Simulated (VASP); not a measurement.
CaO (rocksalt): a PBE relaxation of cell and atoms in VASP

INCAR

```
NSW = 40
IBRION = 2
ISIF = 3
LWAVE = .FALSE.
ISMEAR = -1
LCHARG = .FALSE.
ENCUT = 600
EDIFFG = -5E-3
GGA = PE
LASPH = .TRUE.
NBANDS = 15
LREAL = .FALSE.
EDIFF = 1E-7
NELM = 120
SIGMA = 0.02
PREC = Accurate
```

KPOINTS

```
KPOINTS created by Atomic Simulation Environment
0
Gamma
8 8 8
0 0 0
```

POSCAR

```
Ca O
 1.0000000000000000
     0.0000000000000000    2.3544280000000000    2.3544280000000000
     2.3544280000000000    0.0000000000000000    2.3544280000000000
     2.3544280000000000    2.3544280000000000    0.0000000000000000
 Ca  O
   1   1
Cartesian
  0.0000000000000000  0.0000000000000000  0.0000000000000000
  2.3544280000000000  2.3544280000000000  2.3544280000000000
```

VASP ran with the recommended PBE PAW datasets (16 valence electrons in the cell).

From OUTCAR

```
k-points           NKPTS =     29   k-points in BZ     NKDIM =     29   number of bands    NBANDS=     15

   NELECT =      16.0000    total number of electrons

   dimension x,y,z NGX =    28 NGY =   28 NGZ =   28
   dimension x,y,z NGXF=    56 NGYF=   56 NGZF=   56

  energy-cutoff  :      600.00
  volume of cell :       28.31
      direct lattice vectors                 reciprocal lattice vectors
    -0.000000000  2.419078305  2.419078305    -0.206690291  0.206690291  0.206690291
     2.419078305 -0.000000000  2.419078305     0.206690291 -0.206690291  0.206690291
     2.419078305  2.419078305 -0.000000000     0.206690291  0.206690291 -0.206690291

 k-points in reciprocal lattice and weights: KPOINTS created by Atomic Simulation Env
   0.00000000  0.00000000  0.00000000       0.002
   0.12500000  0.00000000  0.00000000       0.016
   0.25000000  0.00000000  0.00000000       0.016
   0.37500000  0.00000000  0.00000000       0.016
   0.50000000  0.00000000  0.00000000       0.008
   0.12500000  0.12500000  0.00000000       0.012
   0.25000000  0.12500000  0.00000000       0.047
   0.37500000  0.12500000  0.00000000       0.047
   ...

 E-fermi :   2.6434

 k-point     1 :       0.0000    0.0000    0.0000
  band No.  band energies     occupation
      1     -35.4794      2.00000
      2     -16.2574      2.00000
      3     -16.2574      2.00000
      4     -16.2574      2.00000
      5     -13.2570      2.00000
      6       2.2378      2.00000
      7       2.2378      2.00000
      8       2.2378      2.00000
      9       6.7931      0.00000
     10       8.4150      0.00000
     11       8.4150      0.00000
     12       8.4150      0.00000
     13       9.8847      0.00000
     14       9.8847      0.00000
     15      17.1868      0.00000

 k-point     2 :       0.1250    0.0000    0.0000
  band No.  band energies     occupation
      1     -35.4658      2.00000
      2     -16.4484      2.00000
      3     -16.2650      2.00000
      4     -16.2650      2.00000
      5     -13.0546      2.00000
      6       1.7094      2.00000
      7       2.0346      2.00000
      8       2.0346      2.00000
      9       7.4733      0.00000
     10       8.3742      0.00000
     11       8.6727      0.00000
     12       8.6727      0.00000
     13      10.2400      0.00000
     14      10.2400      0.00000
     15      17.7403      0.00000

 k-point     3 :       0.2500    0.0000    0.0000
  band No.  band energies     occupation
      1     -35.4326      2.00000
      2     -16.8375      2.00000
      3     -16.2832      2.00000
      4     -16.2832      2.00000
      5     -12.6360      2.00000
      6       0.7267      2.00000
      7       1.5985      2.00000
      8       1.5985      2.00000
      9       8.4308      0.00000
     10       8.9257      0.00000
     11       9.3479      0.00000
     12       9.3479      0.00000
     13      11.0965      0.00000
     14      11.0965      0.00000
     15      17.9712      0.00000

 k-point     4 :       0.3750    0.0000    0.0000
  band No.  band energies     occupation
      1     -35.3992      2.00000
      2     -17.1643      2.00000
      3     -16.3012      2.00000
      4     -16.3012      2.00000
      5     -12.2769      2.00000
      6      -0.0607      2.00000
      7       1.2187      2.00000
      8       1.2187      2.00000
      9       8.8726      0.00000
     10      10.1257      0.00000
     11      10.1257      0.00000
     12      10.1535      0.00000
     13      12.0314      0.00000
     14      12.0314      0.00000
     15      16.7934      0.00000

 k-point     5 :       0.5000    0.0000    0.0000
  band No.  band energies     occupation
      1     -35.3852      2.00000
      2     -17.2874      2.00000
      3     -16.3086      2.00000
      4     -16.3086      2.00000
      5     -12.1393      2.00000
      6      -0.3543      2.00000
      7       1.0739      2.00000
      8       1.0739      2.00000
      9       9.1953      0.00000
     10      10.4856      0.00000
     11      10.4856      0.00000
     12      10.5919      0.00000
     13      12.4958      0.00000
     14      12.4958      0.00000
     15      16.1744      0.00000

 k-point     6 :       0.1250    0.1250    0.0000
  band No.  band energies     occupation
      1     -35.4613      2.00000
      2     -16.4524      2.00000
      3     -16.2887      2.00000
      4     -16.2887      2.00000
      5     -13.0189      2.00000
      6       1.4222      2.00000
      7       2.1202      2.00000
      8       2.1202      2.00000
      9       7.5419      0.00000
     10       7.9026      0.00000
     11       8.9692      0.00000
     12       8.9692      0.00000
     13      10.0339      0.00000
     14      10.6679      0.00000
     15      17.9729      0.00000

 k-point     7 :       0.2500    0.1250    0.0000
  band No.  band energies     occupation
      1     -35.4348      2.00000
      2     -16.7224      2.00000
      3     -16.3183      2.00000
      4     -16.3051      2.00000
      5     -12.7454      2.00000
      6       0.7948      2.00000
      7       1.7684      2.00000
      8       1.8698      2.00000
      9       7.7113      0.00000
     10       8.5159      0.00000
     11       9.5330      0.00000
     12       9.6293      0.00000
     13      10.5036      0.00000
     14      11.4912      0.00000
     15      18.4732      0.00000

 k-point     8 :       0.3750    0.1250    0.0000
  band No.  band energies     occupation
      1     -35.4016      2.00000
      2     -17.0291      2.00000
      3     -16.3364      2.00000
      4     -16.3331      2.00000
      5     -12.4379      2.00000
      6       0.2292      2.00000
      7       1.2869      2.00000
      8       1.4784      2.00000
      9       8.0872      0.00000
     10       9.6397      0.00000
     11      10.2884      0.00000
     12      10.3385      0.00000
     13      11.4173      0.00000
     14      12.3014      0.00000
     15      17.2855      0.00000

 k-point     9 :       0.5000    0.1250    0.0000
  band No.  band energies     occupation
      1     -35.3812      2.00000
      2     -17.2000      2.00000
      3     -16.3682      2.00000
      4     -16.3327      2.00000
      5     -12.2556      2.00000
      6      -0.1086      2.00000
      7       1.0824      2.00000
      8       1.1832      2.00000
      9       8.8531      0.00000
     10       9.7058      0.00000
     11      10.6249      0.00000
     12      11.1589      0.00000
     13      12.2704      0.00000
     14      12.8834      0.00000
     15      16.1169      0.00000

 k-point    10 :      -0.3750    0.1250    0.0000
  band No.  band energies     occupation
      1     -35.3857      2.00000
      2     -17.1682      2.00000
      3     -16.3872      2.00000
      4     -16.3093      2.00000
      5     -12.2745      2.00000
      6      -0.0672      2.00000
      7       1.1197      2.00000
      8       1.2189      2.00000
      9       8.9395      0.00000
     10       9.6646      0.00000
     11      10.2380      0.00000
     12      10.9319      0.00000
     13      12.4167      0.00000
     14      12.6267      0.00000
     15      16.3733      0.00000

 k-point    11 :      -0.2500    0.1250    0.0000
  band No.  band energies     occupation
      1     -35.4126      2.00000
      2     -16.9512      2.00000
      3     -16.3732      2.00000
      4     -16.2797      2.00000
      5     -12.4918      2.00000
      6       0.3754      2.00000
      7       1.3134      2.00000
      8       1.5944      2.00000
      9       8.3749      0.00000
     10       9.3124      0.00000
     11       9.4820      0.00000
     12      10.1884      0.00000
     13      11.4949      0.00000
     14      11.8525      0.00000
     15      17.7479      0.00000

 k-point    12 :      -0.1250    0.1250    0.0000
  band No.  band energies     occupation
      1     -35.4457      2.00000
      2     -16.6529      2.00000
      3     -16.3231      2.00000
      4     -16.2613      2.00000
      5     -12.8151      2.00000
      6       1.0787      2.00000
      7       1.6835      2.00000
      8       1.9688      2.00000
      9       8.2017      0.00000
     10       8.2259      0.00000
     11       8.8638      0.00000
     12       9.4250      0.00000
     13      10.5478      0.00000
     14      10.9812      0.00000
     15      18.2572      0.00000

 k-point    13 :       0.2500    0.2500    0.0000
  band No.  band energies     occupation
      1     -35.4178      2.00000
      2     -16.7320      2.00000
      3     -16.3641      2.00000
      4     -16.3641      2.00000
      5     -12.7610      2.00000
      6       0.5868      2.00000
      7       1.9408      2.00000
      8       1.9408      2.00000
      9       6.9245      0.00000
     10       8.6958      0.00000
     11      10.2054      0.00000
     12      10.2054      0.00000
     13      10.4155      0.00000
     14      12.0982      0.00000
     15      19.4082      0.00000

 ...

  Total        0.0035315      0.0035315      0.0035315      0.0000000      0.0000000      0.0000000
  in kB        0.1998449      0.1998449      0.1998449      0.0000000      0.0000000      0.0000000
  external PRESSURE =       0.1998449 kB  Pullay stress =       0.0000000 kB

 POSITION                                       TOTAL-FORCE (eV/Angst)
 -----------------------------------------------------------------------------------
      0.00000     -0.00000      0.00000         0.000000      0.000000     -0.000000
      2.41908      2.41908      2.41908         0.000000      0.000000      0.000000
 -----------------------------------------------------------------------------------
    total drift:                                0.000000      0.000000      0.000000

  FREE ENERGIE OF THE ION-ELECTRON SYSTEM (eV)
  ---------------------------------------------------
  free  energy   TOTEN  =       -12.8047951448 eV

  energy  without entropy=      -12.8047951448  energy(sigma->0) =      -12.80479514
```

CONTCAR

```
Ca O
   1.00000000000000
    -0.0000000000000000    2.4190783049293190    2.4190783049293190
     2.4190783049293190   -0.0000000000000000    2.4190783049293190
     2.4190783049293190    2.4190783049293190   -0.0000000000000000
  Ca              O
     1     1
Direct
     0.0000000000000000    0.0000000000000000    0.0000000000000000
     0.5000000000000000    0.5000000000000000    0.5000000000000000

  0.00000000E+00  0.00000000E+00  0.00000000E+00
  0.00000000E+00  0.00000000E+00  0.00000000E+00
```

* relaxed cell vector lengths: 3.421, 3.421, 3.421 Å
* relaxed cell volume: 28.31 Å³
